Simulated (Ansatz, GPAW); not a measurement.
# Ballistic transport through a Ge chain with a Cl atom on top of one atom, cheap and dear, part 2 of 3

Wanted: the zero-bias transmission of a Ge chain with a Cl atom on top of one atom on a ladder of levels, with run times.

GPAW 26.7.0 and Ansatz 0.2.0; Ansatz plane waves; Landauer transmission by layers, zero bias (the session's first sound run).

So far: Set-up; Plane-wave reference (PBE).

**2. Plane-wave reference (PBE) (continued)**

ELF in the ca plane at fractional y = 0.500, with atoms of Ge and Cl within 0.2 Å of it. It is the smooth field of the valence electrons, not physical close to the nuclei.

Values, 13 rows by 16 columns, each cell a mean:
```
0.00 0.00 0.00 0.00 0.00 0.00 0.01 0.06 0.07 0.03 0.00 0.00 0.00 0.00 0.00 0.00
0.01 0.01 0.02 0.04 0.02 0.00 0.08 0.40 0.47 0.20 0.01 0.01 0.03 0.03 0.01 0.01
0.08 0.08 0.10 0.19 0.10 0.03 0.23 0.80 0.84 0.50 0.03 0.07 0.17 0.14 0.08 0.08
0.26 0.31 0.28 0.47 0.28 0.22 0.23 0.79 0.66 0.52 0.15 0.25 0.43 0.38 0.26 0.31
0.49 0.52 0.51 0.62 0.49 0.52 0.27 0.62 0.72 0.31 0.46 0.47 0.58 0.58 0.49 0.53
0.43 0.31 0.51 0.29 0.48 0.33 0.36 0.30 0.27 0.37 0.29 0.48 0.34 0.43 0.43 0.32
0.33 0.15 0.46 0.08 0.44 0.17 0.32 0.35 0.16 0.49 0.08 0.44 0.17 0.30 0.33 0.15
0.47 0.42 0.51 0.41 0.55 0.39 0.42 0.54 0.49 0.50 0.35 0.53 0.45 0.47 0.48 0.41
0.44 0.54 0.42 0.62 0.53 0.44 0.27 0.40 0.53 0.24 0.39 0.47 0.62 0.50 0.47 0.53
0.18 0.25 0.20 0.37 0.31 0.20 0.06 0.08 0.13 0.04 0.14 0.26 0.38 0.26 0.21 0.24
0.05 0.06 0.06 0.13 0.13 0.06 0.01 0.01 0.01 0.01 0.04 0.10 0.14 0.08 0.06 0.06
0.01 0.01 0.01 0.02 0.02 0.01 0.00 0.00 0.00 0.00 0.00 0.02 0.03 0.01 0.01 0.01
0.00 0.00 0.00 0.00 0.00 0.00 0.00 0.00 0.00 0.00 0.00 0.00 0.00 0.00 0.00 0.00
```
Columns run along c (16.0 Å, from fractional 0.19 to 0.81 of the cell), rows up along a (9.0 Å). Atoms in or near the plane, at fractional coordinates: Ge at (0.23, 0.50), Ge at (0.32, 0.50), Ge at (0.41, 0.50), Ge at (0.50, 0.50), Cl at (0.50, 0.72), Ge at (0.59, 0.50), Ge at (0.68, 0.50), Ge at (0.77, 0.50).

Valence density in the ca plane at fractional y = 0.500, with atoms of Ge and Cl within 0.2 Å of it. It is the smooth field of the valence electrons, not physical close to the nuclei.

Ten steps, logarithmic in the rise over the least value, from '0' (0 e/Å³) to '9' (33 e/Å³), each cell a mean:
```
00000000000000000000000000000000000000000000
00000000000000000000000000000000000000000000
00000000000000000000000000000000000000000000
00000000000000000000011100000000000000000000
00000000000000000000123210000000000000000000
00000000000000000001233321000000000000000000
00000000000000000001331331000000000000000000
00000000000000000001333331000000000000000000
00000000010000000001233321000000000100000000
11221111122111122111123211112211112211111221
12564212465211366311256521136631125642124653
24896212698422499622379832259952238972126984
13785212687312488521268631248842137862125873
12342111243211233211134311123321123421112332
01111000111100111100111110011110011110001111
00000000000000000000000000000000000000000000
00000000000000000000000000000000000000000000
00000000000000000000000000000000000000000000
00000000000000000000000000000000000000000000
00000000000000000000000000000000000000000000
00000000000000000000000000000000000000000000
00000000000000000000000000000000000000000000
00000000000000000000000000000000000000000000
00000000000000000000000000000000000000000000
```
Columns run along c (16.0 Å, from fractional 0.19 to 0.81 of the cell), rows up along a (9.0 Å). Atoms in or near the plane, at fractional coordinates: Ge at (0.23, 0.50), Ge at (0.32, 0.50), Ge at (0.41, 0.50), Ge at (0.50, 0.50), Cl at (0.50, 0.72), Ge at (0.59, 0.50), Ge at (0.68, 0.50), Ge at (0.77, 0.50).

T at the Fermi level is 2.00; the potential still steps by 27.9 meV from one lead period to the next, more than the program accepts for a lead, so the cell is too short for a firm reference, and the program's own error estimates apply.

**3. Double-zeta polarised basis**

The script solves lead and junction separately, takes H and S in the orbital basis, and joins semi-infinite leads through their self-energies; the dzp basis is the working standard.

This step: GPAW LCAO, PAW setups; Landauer transmission from Green's functions with principal layers (ASE), zero bias (GPAW 26.7.0).

Input file run.py:

```python
import json
import numpy as np
from ase import Atoms
from ase.transport.calculators import TransportCalculator
from gpaw import GPAW, FermiDirac
from gpaw.lcao.tools import get_lcao_hamiltonian
from scipy.linalg import eigh

# The junction with lead layers at both ends, along the third cell vector
device = Atoms(
    ['Ge', 'Ge', 'Ge', 'Ge', 'Ge', 'Ge', 'Cl', 'Ge', 'Ge', 'Ge', 'Ge', 'Ge'],
    positions=[
        [4.50000, 4.50000, 1.17500],
        [4.50000, 4.50000, 3.52500],
        [4.50000, 4.50000, 5.87500],
        [4.50000, 4.50000, 8.22500],
        [4.50000, 4.50000, 10.57500],
        [4.50000, 4.50000, 12.92500],
        [6.44150, 4.50000, 12.92500],
        [4.50000, 4.50000, 15.27500],
        [4.50000, 4.50000, 17.62500],
        [4.50000, 4.50000, 19.97500],
        [4.50000, 4.50000, 22.32500],
        [4.50000, 4.50000, 24.67500]],
    cell=[[9.0, 0.0, 0.0], [0.0, 9.0, 0.0], [0.0, 0.0, 25.85]],
    pbc=True)

# One principal layer of the lead: the first 3 atoms of the device
lead = Atoms(
    ['Ge', 'Ge', 'Ge'],
    positions=[
        [4.50000, 4.50000, 1.17500],
        [4.50000, 4.50000, 3.52500],
        [4.50000, 4.50000, 5.87500]],
    cell=[[9.0, 0.0, 0.0], [0.0, 9.0, 0.0], [0.0, 0.0, 7.05]],
    pbc=True)

settings = dict(mode='lcao', basis='dzp', xc='PBE', h=0.2,
                occupations=FermiDirac(0.1), maxiter=250,
                mixer=dict(beta=0.1, nmaxold=8, weight=100.0),
                convergence=dict(density=0.0001))
energies = np.arange(-2, 2 + 1e-9, 0.05)
eta = 0.0001
n1, n2 = 1, 1
# k and -k transmit alike, so half of the mesh across the current serves
mesh = [(i, j) for i in range(n1) for j in range(n2) if (i, j) <= (-i % n1, -j % n2)]
weights = np.array([1 if (i, j) == (-i % n1, -j % n2) else 2 for i, j in mesh]) / (n1 * n2)

# [... helper functions left out ...]
fermi_lead = ground_state(lead, (1, 1, 16), 'lead.txt')
fermi_device = ground_state(device, (1, 1, 3), 'device.txt')
# [... loop over the mesh left out, but for ...]
        # Shift the lead onto the potential of the device's first layer
        shift = ((H[:, 0, 0] - H0[:, 0, 0]) / S0[0, 0]).real.mean()
# [...]
kT = 8.617333e-5 * 500
bias = [0.1, 0.2, 0.5, 1.0, 1.5, 2.0]
# [... integrals and printing left out ...]
```

Launch:

```sh
OMP_NUM_THREADS=1 OPENBLAS_NUM_THREADS=2 python run.py
```

Numbers of over 12 decimals in the logs are rounded to 6 here.

Log:

```text
basis functions: device 156, principal layer 39
Fermi level: lead -3.5427 eV, device -3.3555 eV; lead shifted by -0.0144 eV
largest coupling past the next layer 9.77e-06 eV, largest misfit of the first layer 0.054 eV
  E-E_F (eV)   T (one spin)  [channel counts left out]
    -2.000    9.9777e-01
    -1.950    9.9748e-01
    -1.900    9.9717e-01
    -1.850    9.9685e-01
    -1.800    9.9651e-01
    -1.750    9.9614e-01
    -1.700    9.9575e-01
    -1.650    9.9533e-01
    -1.600    9.9488e-01
    -1.550    9.9439e-01
    -1.500    9.9385e-01
    -1.450    9.9325e-01
    -1.400    9.9256e-01
    -1.350    9.9177e-01
    -1.300    9.9081e-01
    -1.250    9.8959e-01
[...]
1.650    2.0655e+00
     1.700    2.0669e+00
     1.750    2.0681e+00
     1.800    2.0692e+00
     1.850    2.0701e+00
     1.900    2.0710e+00
     1.950    2.0717e+00
     2.000    2.0723e+00
conductance at 500 K: 1.9943 G0 a cell; thermopower 0.3757 uV/K
current from the zero-bias T(E) at 0.1 V: 15.451 uA
current from the zero-bias T(E) at 0.2 V: 30.893 uA
current from the zero-bias T(E) at 0.5 V: 77.099 uA
current from the zero-bias T(E) at 1.0 V: 153.2 uA
current from the zero-bias T(E) at 1.5 V: 227.06 uA
current from the zero-bias T(E) at 2.0 V: 297.11 uA
```

The job ended after 27 s (2 threads of Arm Neoverse V2, shared host; peak memory 0.84 GiB).

This step gave:

```yaml
conductance: 1.994 G₀
largest_coupling_past_the_next_principal_layer: 9.77e-6 eV
largest_misfit_of_the_first_principal_layer: 0.05365 eV
shift_that_aligns_the_lead: -0.01441 eV
basis_functions_of_the_junction: 156
basis_functions_of_a_principal_layer: 39
transmission_at_the_fermi_level_one_spin: 1.996
```

One spin. The transmission, zone mean by energy, zero at the Fermi level:

```
energy (eV)  transmission, zone mean
     -2.000                    0.998
     -1.800                    0.997
     -1.600                    0.995
     -1.400                    0.993
     -1.200                    0.988
     -1.000                     1.46
     -0.800                     1.71
     -0.600                     1.86
     -0.400                     1.96
     -0.200                     2.00
      0.000                     2.00
      0.200                     1.98
      0.400                     1.97
      0.600                     1.97
      0.800                     2.00
      1.000                     2.02
      1.200                     2.04
      1.400                     2.06
      1.600                     2.06
      1.800                     2.07
      2.000                     2.07
```

Not self-consistent under bias; the bias window is split evenly. The current through one cell, from the zero-bias transmission by bias:

| bias (V) | current through one cell, from the zero-bias transmission (μA) |
| --- | --- |
| 0.100 | 15.5 |
| 0.200 | 30.9 |
| 0.500 | 77.1 |
| 1.000 | 153 |
| 1.500 | 227 |
| 2.000 | 297 |

The transmission of the three most open eigenchannels by energy, zero at the Fermi level:

| energy (eV) | channel 1 | channel 2 | channel 3 |
| --- | --- | --- | --- |
| -2.000 | 0.998 | 0 | 0 |
| -1.800 | 0.997 | 0 | 0 |
| -1.600 | 0.995 | 0 | 0 |
| -1.400 | 0.993 | 0 | 0 |
| -1.200 | 0.988 | 6.9e-11 | 1.5e-11 |
| -1.000 | 0.995 | 0.444 | 0.0248 |
| -0.800 | 0.998 | 0.657 | 0.0514 |
| -0.600 | 0.999 | 0.792 | 0.0695 |
| -0.400 | 0.999 | 0.871 | 0.0907 |
| -0.200 | 0.999 | 0.887 | 0.112 |
| 0.000 | 0.999 | 0.872 | 0.125 |
| 0.200 | 0.999 | 0.856 | 0.122 |
| 0.400 | 0.999 | 0.858 | 0.109 |
| 0.600 | 0.999 | 0.879 | 0.0960 |
| 0.800 | 0.999 | 0.911 | 0.0856 |
| 1.000 | 0.999 | 0.943 | 0.0789 |
| 1.200 | 0.999 | 0.967 | 0.0753 |
| 1.400 | 0.999 | 0.982 | 0.0739 |
| 1.600 | 0.999 | 0.991 | 0.0737 |
| 1.800 | 0.999 | 0.996 | 0.0743 |
| 2.000 | 0.999 | 0.998 | 0.0750 |

At the Fermi level T is 2.00 against 2.00 in plane waves. Couplings past the next layer reach 9.8e-6 eV, small enough to drop; the matrix elements of the cell's first layer differ from the bulk lead's by up to 0.054 eV. That layer keeps its own values in the calculation, and only beyond it is the lead taken as perfect. The Fermi levels of lead and junction count from different zeros of potential, one for each periodic cell; with both set to zero, the small remaining shift is what aligns them. By hand: G = 1.994 × 77.48 μS = 155 μS, a resistance of 6.47 kΩ; at 0.1 V a linear junction would pass 15.5 μA, and the integral over the bias window gives 15.5 μA.

**4. GPAW, szp: basis = "szp(dzp)"**

One radial function a shell plus polarisation makes the matrices smaller; the question is what that costs.

run.py, as its differences from that of step 3:

```diff
@@ -37,3 +37,3 @@
 
-settings = dict(mode='lcao', basis='dzp', xc='PBE', h=0.2,
+settings = dict(mode='lcao', basis='szp(dzp)', xc='PBE', h=0.2,
                 occupations=FermiDirac(0.1), maxiter=250,
```

Log:

```text
basis functions: device 108, principal layer 27
Fermi level: lead -4.0702 eV, device -3.8470 eV; lead shifted by -0.0150 eV
largest coupling past the next layer 9.47e-06 eV, largest misfit of the first layer 0.054 eV
  E-E_F (eV)   T (one spin)  [channel counts left out]
    -2.000    9.9200e-01
    -1.950    9.9190e-01
    -1.900    9.9178e-01
    -1.850    9.9162e-01
    -1.800    9.9144e-01
    -1.750    9.9122e-01
    -1.700    9.9097e-01
    -1.650    9.9068e-01
    -1.600    9.9035e-01
    -1.550    9.8998e-01
    -1.500    9.8955e-01
    -1.450    9.8907e-01
    -1.400    9.8852e-01
    -1.350    9.8788e-01
    -1.300    9.8711e-01
    -1.250    9.8617e-01
[...]
1.650    2.0800e+00
     1.700    2.0808e+00
     1.750    2.0815e+00
     1.800    2.0820e+00
     1.850    2.0824e+00
     1.900    2.0827e+00
     1.950    2.0828e+00
     2.000    2.0828e+00
conductance at 500 K: 2.0155 G0 a cell; thermopower 0.1983 uV/K
current from the zero-bias T(E) at 0.1 V: 15.614 uA
current from the zero-bias T(E) at 0.2 V: 31.216 uA
current from the zero-bias T(E) at 0.5 V: 77.834 uA
current from the zero-bias T(E) at 1.0 V: 154.12 uA
current from the zero-bias T(E) at 1.5 V: 227.08 uA
current from the zero-bias T(E) at 2.0 V: 294.84 uA
```

Wall time 23 s (2 threads); peak memory 0.81 GiB.

Numbers from this step:

| Quantity | Value |
| --- | --- |
| conductance | 2.015 G₀ |
| largest coupling past the next principal layer | 9.47e-6 eV |
| largest misfit of the first principal layer | 0.05379 eV |
| shift that aligns the lead | -0.01504 eV |
| basis functions of the junction | 108 |
| basis functions of a principal layer | 27 |
| transmission at the Fermi level (one spin) | 2.017 |

One spin. Table of transmission, zone mean by energy, zero at the Fermi level:

```
energy (eV)  transmission, zone mean
     -2.000                    0.992
     -1.800                    0.991
     -1.600                    0.990
     -1.400                    0.989
     -1.200                    0.985
     -1.000                     1.26
     -0.800                     1.60
     -0.600                     1.80
     -0.400                     1.95
     -0.200                     2.01
      0.000                     2.02
      0.200                     2.00
      0.400                     1.99
      0.600                     1.99
      0.800                     2.02
      1.000                     2.04
      1.200                     2.06
      1.400                     2.07
      1.600                     2.08
      1.800                     2.08
      2.000                     2.08
```

Not self-consistent under bias; the bias window is split evenly. Current through one cell, from the zero-bias transmission against bias:

```
bias (V)  current through one cell, from the zero-bias transmission (μA)
   0.100                                                            15.6
   0.200                                                            31.2
   0.500                                                            77.8
   1.000                                                             154
   1.500                                                             227
   2.000                                                             295
```

Transmission of the three most open eigenchannels against energy, zero at the Fermi level:

```
energy (eV)  channel 1  channel 2  channel 3
      -2.00      0.992          0          0
      -1.85      0.992          0          0
      -1.70      0.991          0          0
      -1.60      0.990          0          0
      -1.45      0.989          0          0
      -1.30      0.987          0          0
      -1.15      0.983    3.8e-11    1.9e-11
      -1.05      0.986     0.0880    0.00985
      -0.90      0.996      0.429     0.0514
      -0.75      0.998      0.576     0.0750
      -0.60      0.998      0.708     0.0932
      -0.50      0.999      0.779      0.107
      -0.35      0.999      0.842      0.129
      -0.20      0.999      0.861      0.150
      -0.05      0.999      0.857      0.163
       0.00      0.999      0.853      0.165
       0.05      0.999      0.849      0.166
       0.20      0.999      0.841      0.160
       0.35      0.999      0.844      0.147
       0.50      0.999      0.858      0.133
       0.60      0.999      0.872      0.123
       0.75      0.999      0.899      0.112
       0.90      0.999      0.926      0.103
       1.05      0.999      0.949     0.0966
       1.15      0.999      0.962     0.0936
       1.30      0.999      0.977     0.0904
       1.45      0.999      0.986     0.0884
       1.60      1.000      0.992     0.0871
       1.70      1.000      0.995     0.0864
       1.85      1.000      0.997     0.0855
       2.00      1.000      0.999     0.0846
```

The conductance, 2.02 G₀, lies 1.1 % above that of the dzp run.

**5. Minimal basis**

One function for each valence shell of the setup, as for a first survey of a large system.

run.py, as its differences from that of step 4:

```diff
@@ -37,3 +37,3 @@
 
-settings = dict(mode='lcao', basis='szp(dzp)', xc='PBE', h=0.2,
+settings = dict(mode='lcao', basis='sz(dzp)', xc='PBE', h=0.2,
                 occupations=FermiDirac(0.1), maxiter=250,
```

Log:

```text
basis functions: device 48, principal layer 12
Fermi level: lead -4.1360 eV, device -3.9584 eV; lead shifted by -0.0159 eV
largest coupling past the next layer 9.36e-06 eV, largest misfit of the first layer 0.041 eV
  E-E_F (eV)   T (one spin)  [channel counts left out]
    -2.000    9.9154e-01
    -1.950    9.9148e-01
    -1.900    9.9138e-01
[...]
1.950    2.1235e+00
     2.000    2.1235e+00
conductance at 500 K: 2.0841 G0 a cell; thermopower 0.02988 uV/K
current from the zero-bias T(E) at 0.1 V: 16.145 uA
current from the zero-bias T(E) at 0.2 V: 32.277 uA
current from the zero-bias T(E) at 0.5 V: 80.443 uA
current from the zero-bias T(E) at 1.0 V: 159.09 uA
current from the zero-bias T(E) at 1.5 V: 234.01 uA
current from the zero-bias T(E) at 2.0 V: 303.25 uA
```

It took 18 s on 2 threads; peak memory 0.77 GiB.

This step gave:

* conductance: 2.084 G₀
* largest coupling past the next principal layer: 9.36e-6 eV
* largest misfit of the first principal layer: 0.04066 eV
* shift that aligns the lead: -0.01590 eV
* basis functions of the junction: 48
* basis functions of a principal layer: 12
* transmission at the Fermi level (one spin): 2.087

The conductance, 2.08 G₀, lies 4.5 % above that of the dzp run.

**6. LDA in the dzp basis: xc = "LDA"**

Back in the dzp basis, the functional changes from PBE to LDA, to set the spread between functionals beside that between bases.

run.py, as its differences from that of step 5:

```diff
@@ -37,3 +37,3 @@
 
-settings = dict(mode='lcao', basis='sz(dzp)', xc='PBE', h=0.2,
+settings = dict(mode='lcao', basis='dzp', xc='LDA', h=0.2,
                 occupations=FermiDirac(0.1), maxiter=250,
```

Log:

```text
basis functions: device 156, principal layer 39
Fermi level: lead -3.7682 eV, device -3.5827 eV; lead shifted by -0.0128 eV
largest coupling past the next layer 9.55e-06 eV, largest misfit of the first layer 0.054 eV
  E-E_F (eV)   T (one spin)  [channel counts left out]
    -2.000    9.9680e-01
    -1.950    9.9657e-01
    -1.900    9.9633e-01
[...]
1.950    2.0757e+00
     2.000    2.0763e+00
conductance at 500 K: 2.0158 G0 a cell; thermopower 0.2534 uV/K
current from the zero-bias T(E) at 0.1 V: 15.616 uA
current from the zero-bias T(E) at 0.2 V: 31.222 uA
current from the zero-bias T(E) at 0.5 V: 77.858 uA
current from the zero-bias T(E) at 1.0 V: 154.33 uA
current from the zero-bias T(E) at 1.5 V: 227.98 uA
current from the zero-bias T(E) at 2.0 V: 297.02 uA
```

Run time: 21 s. Hardware: 2 threads; peak memory 0.83 GiB.

Numbers from this step:

```
conductance                                    : 2.016 G₀
largest coupling past the next principal layer : 9.55e-6 eV
largest misfit of the first principal layer    : 0.05415 eV
shift that aligns the lead                     : -0.01276 eV
basis functions of the junction                : 156
basis functions of a principal layer           : 39
transmission at the Fermi level (one spin)     : 2.018
```

One spin. Table of transmission, zone mean by energy, zero at the Fermi level:

| energy (eV) | transmission, zone mean |
| --- | --- |
| -2.00 | 0.997 |
| -1.85 | 0.996 |
| -1.70 | 0.995 |
| -1.60 | 0.994 |
| -1.45 | 0.993 |
| -1.30 | 0.991 |
| -1.15 | 0.986 |
| -1.05 | 1.20 |
| -0.90 | 1.56 |
| -0.75 | 1.71 |
| -0.60 | 1.84 |
| -0.50 | 1.91 |
| -0.35 | 1.98 |
| -0.20 | 2.01 |
| -0.05 | 2.02 |
| 0.00 | 2.02 |
| 0.05 | 2.01 |
| 0.20 | 2.00 |
| 0.35 | 1.99 |
| 0.50 | 1.98 |
| 0.60 | 1.99 |
| 0.75 | 2.00 |
| 0.90 | 2.01 |
| 1.05 | 2.03 |
| 1.15 | 2.04 |
| 1.30 | 2.05 |
| 1.45 | 2.06 |
| 1.60 | 2.07 |
| 1.70 | 2.07 |
| 1.85 | 2.07 |
| 2.00 | 2.08 |

The conductance, 2.02 G₀, lies 1.1 % above that of the dzp run.

**7. All levels side by side**

Times are for 2 threads of Arm Neoverse V2, shared host. Results by setting:

| no. | run | conductance (G₀) | time | memory (GiB) |
| --- | --- | --- | --- | --- |
| 1 | dzp | 1.994 | 27 s | 0.84 |
| 2 | szp | 2.015 | 23 s | 0.81 |
| 3 | sz | 2.084 | 18 s | 0.77 |
| 4 | dzp LDA | 2.016 | 21 s | 0.83 |

(Continued in part 3 of 3.)

[Logs are printed without paths, hosts, clocks, repeated set-up lines and the standing remarks that a program may print on its own settings, such as how far it seeks lower states.]

[Hosts, paths, dates, database ids (printed as entryN), source tags and the programs' standing remarks are cut or masked in the printed files.]
